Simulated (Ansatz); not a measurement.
Ansatz input file:

```yaml
crystal:
  lattice:
    - [-3.537187, 3.477419, 3.477321]
    - [3.537242, -3.578756, 3.578713]
    - [3.537171, 3.57874, -3.578658]
  atoms:
    - { symbol: Ni, position: [0.9964956025, 0.4997191153, 0.4951305859] }
    - { symbol: Ni, position: [0.4934936216, 0.0014523187, 0.490413074] }
    - { symbol: Si, position: [0.4796921114, 0.4629282092, 0.0151492665] }
    - { symbol: Ni, position: [0.9710612931, 0.9793965715, 0.9900851963] }
    - { symbol: Si, position: [0.4796915616, 0.7664919304, 0.7116060715] }
    - { symbol: Ni, position: [0.9965113612, 0.2464708281, 0.748422669] }
    - { symbol: Ni, position: [0.9711120292, 0.7414389488, 0.2280665863] }
    - { symbol: Ni, position: [0.4934540082, 0.2417282852, 0.2501041372] }
    - { symbol: Si, position: [0.7819663839, 0.5002760421, 0.7489381983] }
    - { symbol: Ni, position: [0.236774488, 0.9932395897, 0.7419070601] }
    - { symbol: Ni, position: [0.2367790098, 0.4932490293, 0.2419239067] }
    - { symbol: Si, position: [0.7819358303, 0.0313966707, 0.280078704] }
    - { symbol: Ni, position: [0.7386617989, 0.744172653, 0.4928566125] }
    - { symbol: Ni, position: [0.2913441069, 0.2910355554, 0.5397082176] }
    - { symbol: Ni, position: [0.2913189498, 0.7500169677, 0.9986864706] }
    - { symbol: Ni, position: [0.7386535773, 0.2442323026, 0.9928425138] }
basis:
  ecutwfc: 420
kpoints:
  mp_grid: { grid: [7, 7, 7] }
hamiltonian:
  xc: pbe
scf:
  occupations: { method: gaussian, width: 0.1 }
  n_extra_bands: 8
output:
  forces: true
  stress: true
  eigenvalues: true
  populations: true
  dos:
    method: { smearing: { sigma: 0.1, scheme: gaussian } }
    projected: true
    de: 0.02
  write_density: true
  write_potential: true
  elf: true
  volumetric_format: npy
```

Run as
```bash
ansatz run input.yaml --threads 4 --pin off --max-ram 9216MiB --backend cpu --events-out ev --progress --plain --runs-dir out
```

Computed with DFT PBE, scalar-relativistic, plane waves, PAW in Ansatz 0.2.0.

Abridged output:

```
scf.n_extra_bands = 8 over 116 filled bands (N_el = 232.0): the run solves 124 bands
Pseudopotentials: kind: paw
Pseudopotential: Ni, paw, valence charge 18, recommended cutoff 420 eV (normal)
Pseudopotential: Si, paw, valence charge 4, recommended cutoff 420 eV (normal)
Functional definition: PBE
Crystal: 16 atoms, lattice volume = 176.076 Å³
Basis set: ecut = 420 eV, 3459 PW (Γ), exchange–correlation on 90×90×90 points (8 copies of the dense FFT grid, shifted against one another)
Bands: 124, of which v1, the nominal top of the filled ones, is band 116 counted from 1 (115 counted from 0)
Symmetry: 1 space group operations
Space group: P1 (ITA 1), of the structure as read, at distance tolerance 5.6e-5 Å
k-points: 172 of 343 (time reversal used)
Initial density: superposition of atomic densities (neutral atoms: chi_scale 0, normalization atom), corrected by the library's trained network
Initial wavefunctions: pseudopotential atomic-orbital guess
Functional: x = pbe(κ = 0.804, μ = 0.21951497), c = pbe(β = 0.06672455)
SCF iter   1: F=—  HF=-72625.636195 eV  |F-HF|=—  |Δ(HF+E_count)|=         —  Δρ=1.15e-2  dr2=2.05e-1  ethr=1.77e-3  ⟨swp⟩=5.0  Hψ=76761  notcnv=0
SCF iter   2: F=—  HF=-72625.624808 eV  |F-HF|=—  |Δ(HF+E_count)|=   1.14e-2  Δρ=3.45e-3  dr2=2.46e-2  ethr=8.85e-5  ⟨swp⟩=2.0  Hψ=28897  notcnv=0
SCF iter   3: F=—  HF=-72625.623012 eV  |F-HF|=—  |Δ(HF+E_count)|=   1.80e-3  Δρ=1.15e-3  dr2=3.88e-3  ethr=1.06e-5  ⟨swp⟩=1.7  Hψ=21645  notcnv=0
SCF iter   4: F=—  HF=-72625.622728 eV  |F-HF|=—  |Δ(HF+E_count)|=   2.85e-4  Δρ=4.09e-4  dr2=3.43e-4  ethr=1.67e-6  ⟨swp⟩=2.4  Hψ=32012  notcnv=0
SCF iter   5: F=—  HF=-72625.622690 eV  |F-HF|=—  |Δ(HF+E_count)|=   3.76e-5  Δρ=2.72e-4  dr2=9.37e-5  ethr=1.48e-7  ⟨swp⟩=2.0  Hψ=32389  notcnv=0
SCF iter   6: F=—  HF=-72625.622783 eV  |F-HF|=—  |Δ(HF+E_count)|=   9.33e-5  Δρ=7.37e-5  dr2=1.02e-5  ethr=4.04e-8  ⟨swp⟩=2.0  Hψ=31831  notcnv=0
SCF iter   7: F=—  HF=-72625.622783 eV  |F-HF|=—  |Δ(HF+E_count)|=   6.51e-8  Δρ=2.79e-5  dr2=1.72e-6  ethr=4.39e-9  ⟨swp⟩=2.1  Hψ=36463  notcnv=0
SCF iter   8: F=-72625.622783 eV  HF=-72625.622783 eV  |F-HF|=7.72e-8  |Δ(HF+E_count)|=   2.06e-7  Δρ=7.69e-6  dr2=8.53e-8  ethr=4.31e-11  ⟨swp⟩=10.4  Hψ=173922  notcnv=0
SCF 1 converged in 8 iterations: F = -72625.622783 eV  dr2 = 8.53e-8
SCF converged after 8 iterations
Free energy (F): -72625.622783 eV
Harris-Foulkes:  -72625.622783 eV  (|F-HF|=7.72e-8)
Internal energy: -72625.576382 eV  (E = F + TS)
E sigma→0 (E₀):  -72625.599583 eV
Entropy (-TS):   -0.046400 eV (-2.900 meV/atom)
Fermi energy:    17.108410 eV
--- Per-component energies (eV) ---
  E_band       = -3469.344130
  E_kinetic    = 3584.822682
  E_local      = -47762.503320  (includes V_loc(G=0)·N_el)
  E_nonlocal   = 7739.007476
  E_hartree    = 20415.626144
  E_xc         = -1250.109415
  E_vxc        = -1515.398432  (∫ρ·V_xc dr)
  E_paw        = -21625.081067  (= ΣΔE_a)
  E_vpaw       = -6346.545937  (= ΣTr[D̂ρ^β])
  E_aug_tail   = 0.005938  (compensation charges beyond the density's cutoff)
  E_ewald      = -33727.344821
  E_smearing   = -0.046400  (= −TS)
--- Forces (eV/Å), atoms counted from 1 ---
  atom   1  Ni     0.00060033    -0.00075639    -0.01361409
  atom   2  Ni     0.00006474    -0.00233878     0.04625252
  atom   3  Si     0.00047555     0.01477915    -0.03564409
  atom   4  Ni     0.00008308    -0.00731587    -0.02231609
  atom   5  Si    -0.00007232    -0.03546209     0.01498294
  atom   6  Ni    -0.00001202    -0.01405087    -0.00021476
  atom   7  Ni     0.00031586    -0.02251164    -0.00745430
  atom   8  Ni    -0.00000799     0.04671486    -0.00173972
  atom   9  Si     0.00631033     0.00958858     0.00959310
  atom  10  Ni     0.00000628     0.00695060     0.00654695
  atom  11  Ni    -0.00012044     0.00673438     0.00711946
  atom  12  Si    -0.00681726     0.00989040     0.01016799
  atom  13  Ni     0.00018760    -0.00244426    -0.00233221
  atom  14  Ni     0.04453619    -0.00427685    -0.00430966
  atom  15  Ni    -0.04496520    -0.00410000    -0.00420410
  atom  16  Ni    -0.00058479    -0.00145029    -0.00288296
--- Stress (GPa, compression-positive) ---
       -0.237704       0.000666      -0.000883
        0.000666       0.160599      -0.051885
       -0.000883      -0.051885       0.162023
  P = ⅓ Tr σ = 0.0283 GPa (0.283 kbar)
--- Band table (eV; the first three rows and the last of 172) ---
  k-point 0: bands = ["-86.2233", "-86.2228", "-86.1416", "-86.1406", "-86.0796", "-86.0762", "-86.0152", "-86.0067", "-85.9563", "-85.9486", "-85.8367", "-85.8362", "-46.6939", "-46.6929", "-46.6076", "-46.6073", "-46.6051", "-46.6009", "-46.5737", "-46.5731", "-46.5700", "-46.5639", "-46.5572", "-46.5565", "-46.5477", "-46.5426", "-46.4897", "-46.4787", "-46.4785", "-46.4771", "-46.4705", "-46.4369", "-46.4212", "-46.4103", "-46.4070", "-46.3982", "-46.3861", "-46.3416", "-46.3377", "-46.3158", "-46.3079", "-46.3075", "-46.2886", "-46.2729", "-46.2459", "-46.2346", "-46.1626", "-46.1606", "5.0111", "8.4720", "8.5660", "8.7706", "10.2530", "10.9525", "11.2397", "11.2776", "11.6292", "11.697 ...
  k-point 1: bands = ["-86.2233", "-86.2229", "-86.1416", "-86.1406", "-86.0796", "-86.0761", "-86.0152", "-86.0066", "-85.9563", "-85.9486", "-85.8367", "-85.8362", "-46.6938", "-46.6929", "-46.6076", "-46.6068", "-46.6045", "-46.6010", "-46.5737", "-46.5731", "-46.5701", "-46.5639", "-46.5585", "-46.5564", "-46.5487", "-46.5431", "-46.4902", "-46.4789", "-46.4782", "-46.4758", "-46.4703", "-46.4354", "-46.4208", "-46.4108", "-46.4064", "-46.3998", "-46.3848", "-46.3415", "-46.3380", "-46.3160", "-46.3079", "-46.3076", "-46.2885", "-46.2733", "-46.2454", "-46.2352", "-46.1625", "-46.1607", "5.1175", "8.1716", "8.3722", "8.8674", "10.4231", "10.9009", "10.9620", "11.3644", "11.7185", "11.853 ...
  k-point 2: bands = ["-86.2232", "-86.2229", "-86.1414", "-86.1407", "-86.0797", "-86.0761", "-86.0153", "-86.0066", "-85.9563", "-85.9487", "-85.8366", "-85.8363", "-46.6936", "-46.6930", "-46.6076", "-46.6057", "-46.6040", "-46.6016", "-46.5739", "-46.5734", "-46.5701", "-46.5634", "-46.5597", "-46.5559", "-46.5509", "-46.5447", "-46.4914", "-46.4808", "-46.4774", "-46.4725", "-46.4699", "-46.4320", "-46.4198", "-46.4114", "-46.4065", "-46.4023", "-46.3824", "-46.3412", "-46.3382", "-46.3166", "-46.3080", "-46.3076", "-46.2880", "-46.2742", "-46.2441", "-46.2370", "-46.1624", "-46.1611", "5.4233", "7.5021", "8.1793", "8.8701", "10.4582", "10.7299", "11.0647", "11.3271", "11.8027", "12.090 ...
  k-point 171: bands = ["-86.2232", "-86.2229", "-86.1413", "-86.1408", "-86.0796", "-86.0761", "-86.0153", "-86.0066", "-85.9563", "-85.9486", "-85.8365", "-85.8363", "-46.6935", "-46.6931", "-46.6082", "-46.6064", "-46.6038", "-46.6006", "-46.5740", "-46.5730", "-46.5683", "-46.5649", "-46.5594", "-46.5571", "-46.5507", "-46.5449", "-46.4924", "-46.4828", "-46.4760", "-46.4712", "-46.4692", "-46.4327", "-46.4196", "-46.4111", "-46.4056", "-46.4004", "-46.3858", "-46.3413", "-46.3373", "-46.3155", "-46.3086", "-46.3068", "-46.2883", "-46.2745", "-46.2432", "-46.2388", "-46.1629", "-46.1605", "5.5858", "7.4543", "8.0382", "8.4668", "10.6885", "10.7357", "10.9927", "11.4041", "11.7528", "12.3 ...
--- Löwdin populations: 16 sites ---
  site symbol q [e]
     0     Ni     17.6531
     1     Ni     17.6636
     2     Si      4.3518
     3     Ni     17.6796
     4     Si      4.3518
     5     Ni     17.6531
     6     Ni     17.6796
     7     Ni     17.6636
     8     Si      4.3751
     9     Ni     17.7142
    10     Ni     17.7142
    11     Si      4.3751
    12     Ni     17.6282
    13     Ni     17.6215
    14     Ni     17.6214
    15     Ni     17.6282
  spilling = 0.011318 (of n_electrons = 232.000000)
```

The run converged.

The run took 3.9 min on 4 threads of Arm Neoverse V1, with other jobs on the host, peak memory 2.9 GiB.